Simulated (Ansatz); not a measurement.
MgB₂: what symmetry allows forces and stress to be

```yaml
crystal:
  lattice:
    - [3.08500, 0.00000, 0.00000]
    - [-1.54250, 2.67169, 0.00000]
    - [0.00000, 0.00000, 3.52300]
  atoms:
    - { symbol: Mg, position: [0.00000, 0.00000, 0.00000] }
    - { symbol: B, position: [0.33333, 0.66667, 0.50000] }
    - { symbol: B, position: [0.66667, 0.33333, 0.56387] }
```

All numbers below come from DFT PBEsol, scalar-relativistic, plane waves, PAW in Ansatz.

Plane waves to 420 eV, a k mesh through Γ of 15×15×10 on the computed 3-atom cell and Gaussian smearing (0.10 eV); no spin polarisation.

This distorted cell has space group P3m1, with 6 operations.

Problem. Without a calculation: in which directions can each atom feel a force?

Solution. A force must be left unchanged by every operation that keeps its atom in place, so it lies in the space that those operations leave fixed. Atoms that the group maps onto each other feel forces of one size.
```
atom site symmetry operations at the site equivalent to atom allowed force (Cartesian)
 Mg1            3m.                       6                   1   along (0.00, 0.00, 1.00)
  B2            3m.                       6                   2   along (0.00, 0.00, 1.00)
  B3            3m.                       6                   3   along (0.00, 0.00, 1.00)
```

That leaves 3 independent force components of 9, tied by 1 condition that the forces sum to zero, so 2 remain. A relaxation in this cell that keeps the symmetry moves the atoms in these directions alone.

Problem. And the stress tensor?

Solution. It must be invariant under the point group, which leaves 2 independent components: yz, xz, xy vanish; xx = yy.

Problem. Do the computed values obey this?

Solution. Yes. Forces (eV/Å):
```
Mg1  0.000  0.000  0.765
B2   0.000  0.000  1.669
B3   0.000  0.000 -2.434
```

Stress (GPa, compression positive, xx yy zz yz xz xy): -2.16 -2.16 -1.19 0.00 0.00 0.00. The program imposes the same operations on density, forces and stress, so this confirms the analysis and is no independent test of the calculation.